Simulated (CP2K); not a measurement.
Runs of CP2K 2026.2 on CaF2 (Fluorite). The structure is cubic, space group Fm-3m (No. 225). The conventional cell has a = 5.462 Å, b = 5.462 Å, c = 5.462 Å, α = 90.00°, β = 90.00°, γ = 90.00°. Ca (site symmetry m-3m) is surrounded by 8 F at 2.37 Å. F (site symmetry -43m) has 4 Ca at 2.37 Å as nearest neighbours. 

| level | potentials or basis | smearing | EPS_DEFAULT | NGRIDS | points a segment of the path (NPOINTS) | bands added on the path | CUTOFF of the grids | gap on the mesh (eV) | pressure (GPa) |
| --- | --- | --- | --- | --- | --- | --- | --- | --- | --- |
| r2SCAN | POTENTIAL_UZH Ca GTH-SCAN-q10, F GTH-SCAN-q7; TZVP-MOLOPT-SCAN-GTH basis | fermi-dirac 0.0259 eV | 1.0E-9 | 5 | 6 | 2 | 1100 Ry | (a) | (b) |
| TB-mBJ | POTENTIAL_UZH Ca GTH-PBE-q10, F GTH-PBE-q7; TZVP-MOLOPT-PBE-GTH basis | fermi-dirac 0.05 eV | 1.0E-10 | 4 | 10 | 6 | 1100 Ry | 8.21 | - |
| LDA | GTH_POTENTIALS Ca GTH-PADE-q10, F GTH-PADE-q7; TZVP-MOLOPT-PBE-GTH basis | fermi-dirac 0.05 eV | 1.0E-9 | 4 | 8 | 2 | 750 Ry | 6.89 | -5.5 |
| PBEsol | POTENTIAL_UZH Ca GTH-PBE-q10, F GTH-PBE-q7; TZVP-MOLOPT-PBE-GTH basis | fermi-dirac 0.05 eV | 1.0E-9 | 5 | 10 | 2 | 750 Ry | 7.02 | -0.6 |

Alike in all rows: task band structure; no spin polarisation; cell as given; k mesh 8 × 8 × 8.

Task: Estimate the missing entries.

Result: (a) 7.94; (b) -0.5.

Caveats: the basis of atomic orbitals isn't converged, which shifts pressures, moduli and gaps; the potentials were made for another functional, which shifts forces and pressure (some runs); this is a model potential without an energy functional, so only levels have meaning (some runs).

Runs at the PBE level aren't shown here.
